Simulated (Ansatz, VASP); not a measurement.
**ZrC in VASP and in Ansatz**

```
CELL_PARAMETERS angstrom
2.92289 0.00000 0.00000
0.00000 2.92289 0.00000
0.00000 0.00000 2.92289
ATOMIC_POSITIONS crystal
Zr 0.50000 0.50000 0.50000
C 0.00000 0.00000 0.00000
```

Alike in both runs: functional PBE; k mesh 6 × 6 × 6; occupations gaussian, width 0.1 eV; no spin polarisation.

Ansatz relaxed the structure, and its values are those at the end. VASP's run is a single point on that final structure, the one shown.

|  | VASP | Ansatz |
| --- | --- | --- |
| version | VASP 6.6.1 | Ansatz 0.2.0 |
| potentials or method | VASP PAW PBE potentials, release 64 (Zr_sv, C) | scalar-relativistic, plane waves, PAW |
| plane-wave cutoff (eV) | 520 | 420 |
| valence electrons in the cell | 16 | 16 |

VASP gave:

- gap on the k mesh at the Fermi level (eV): none
- pressure (GPa): 0.0

Question: Estimate Ansatz's values.

Answer: gap on the k mesh at the Fermi level (eV): none; pressure (GPa): -0.2.

A gap of «none» marks a metal or a gap that the smearing closes. The functional is the same, so the differences come from potentials, cutoffs and numerics.
